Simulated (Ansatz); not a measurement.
Strain response of AlCu₃

The calculation used DFT PBEsol, scalar-relativistic, plane waves, PAW in Ansatz 0.2.0. Run with 420 eV cutoff, 16×16×16 k-mesh, Gaussian smearing of 0.10 eV, no spin polarisation.

Starting point, cell and atoms relaxed:

```yaml
crystal:
  lattice:
    - [0.00000, 2.88347, 2.88347]
    - [2.88347, 0.00000, 2.88347]
    - [2.88347, 2.88347, 0.00000]
  atoms:
    - { symbol: Al, position: [0.00000, 0.00000, 0.00000] }
    - { symbol: Cu, position: [0.50000, 0.50000, 0.50000] }
    - { symbol: Cu, position: [0.25000, 0.25000, 0.25000] }
    - { symbol: Cu, position: [0.75000, 0.75000, 0.75000] }
```

Deformation: biaxial strain in the a-b plane, with the length and tilt of c and the atoms relaxed, all within the symmetry that the strain leaves. Energies are extrapolated to zero smearing.

| strain (%) | ΔE (meV/atom) | a (Å) | b (Å) | c (Å) |
| --- | --- | --- | --- | --- |
| -4.5 | 58.4 | 3.894 | 3.894 | 4.101 |
| -3.0 | 25.2 | 3.956 | 3.956 | 4.084 |
| -1.5 | 6.0 | 4.017 | 4.017 | 4.079 |
| +0.0 | 0.0 | 4.078 | 4.078 | 4.078 |
| +1.5 | 5.6 | 4.139 | 4.139 | 4.081 |
| +3.0 | 21.5 | 4.200 | 4.200 | 4.087 |
| +4.5 | 46.6 | 4.261 | 4.261 | 4.096 |

(1) What stiffness (1/V) d²E/dε² at zero strain does a cubic fit over all points give?

(2) How does the free axis c answer a small strain?

Answers

(1) A cubic fit gives (1/V) d²E/dε² = 694 GPa at zero strain (twice the biaxial modulus).

(2) Between the innermost points its strain is 0.01 times the applied one.